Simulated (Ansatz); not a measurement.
I need a comparison of enthalpies under pressure of two structures of MgS. Use Ansatz 0.2.0 through its Python package. Settings (first run): LDA, PAW, cutoff 520 eV, 7×7×4 k-points, cold smearing of 0.01 eV.

`transition.py`:
```python
"""Pressure at which two phases of MgS cross."""

import ansatz as az
import numpy as np


def wurtzite(a_site, b_site, a):
    return (
        az.Lattice.from_parameters(a, a, 1.633 * a, alpha=90, beta=90, gamma=120)
        .space_group(186)
        .atom(a_site, (1 / 3, 2 / 3, 0))
        .atom(b_site, (1 / 3, 2 / 3, 0.375))
    )


def rocksalt(a_site, b_site, a):
    return (
        az.Lattice.fcc(a)
        .space_group(225)
        .atom(a_site, (0, 0, 0))
        .atom(b_site, (0.5, 0.5, 0.5))
        .primitive()
    )


def solve(name, crystal, pressure=0.0):
    calc = (
        crystal.calculation()
        .functional("lda")
        .basis(520)
        .kpoints(spacing=0.3)
        .occupations("cold", width=0.01)
    )
    calc = calc.relax(force_tolerance=0.02, max_steps=60, cell=True, pressure=pressure)
    return calc.run(threads=1)


def volume_per_atom(outcome):
    return abs(np.linalg.det(outcome.lattice.cell_ang)) / len(outcome.lattice.sites)


def main() -> None:
    phases = {}
    phases["wurtzite"] = wurtzite("Mg", "S", 4.0)
    phases["rocksalt"] = rocksalt("Mg", "S", 5.3)

    # enthalpy per atom at each pressure
    pressures = [0, 20, 40, 60]
    enthalpy, volume = {name: [] for name in phases}, {name: [] for name in phases}
    for p in pressures:
        for name, crystal in phases.items():
            o = solve(name, crystal, pressure=p)
            volume[name].append(volume_per_atom(o))
            enthalpy[name].append(o.report["energy_sigma0_ev"] / len(o.lattice.sites) + p * volume[name][-1] / 160.21766)
    gap = np.array(enthalpy["rocksalt"]) - np.array(enthalpy["wurtzite"])
    rows = [(p, va, vb, 1000 * d) for p, va, vb, d in zip(pressures, volume["wurtzite"], volume["rocksalt"], gap)]
    print("   P (GPa)  V wurtzite (A^3/atom)  V rocksalt (A^3/atom)  H(rocksalt) - H(wurtzite) (meV/atom)")
    for row in rows:
        print(f"{row[0]:10d}  {row[1]:21.3f}  {row[2]:21.3f}  {row[3]:+36.1f}")
    crossings = [p0 - g0 * (p1 - p0) / (g1 - g0) for p0, p1, g0, g1 in zip(pressures, pressures[1:], gap, gap[1:]) if g0 * g1 < 0]
    print("crossing near", [round(float(p), 1) for p in crossings], "GPa") if crossings else print("no crossing in this range")


if __name__ == "__main__":
    main()
```

Output of `python transition.py`:
```text
   P (GPa)  V wurtzite (A^3/atom)  V rocksalt (A^3/atom)  H(rocksalt) - H(wurtzite) (meV/atom)
         0                 21.865                 16.869                                 -77.7
        20                 16.626                 14.234                                -430.8
        40                 14.787                 12.817                                -700.3
        60                 13.579                 11.860                                -929.4
no crossing in this range
```

Caveats:
- At a fixed pressure a relaxation lowers the enthalpy F + PV, while F alone can rise.
- Only these two structures are compared, at zero temperature and with their symmetry kept; either may be hypothetical, and another phase may be lower than both. Differences under 10 to 15 meV an atom lie within the error of mesh and functional.
- The cells are prototypes set up for this calculation and needn't exist.
- Timing: 4 min on 1 thread of Arm Neoverse V1, with other jobs on the host, peak memory 0.46 GiB.
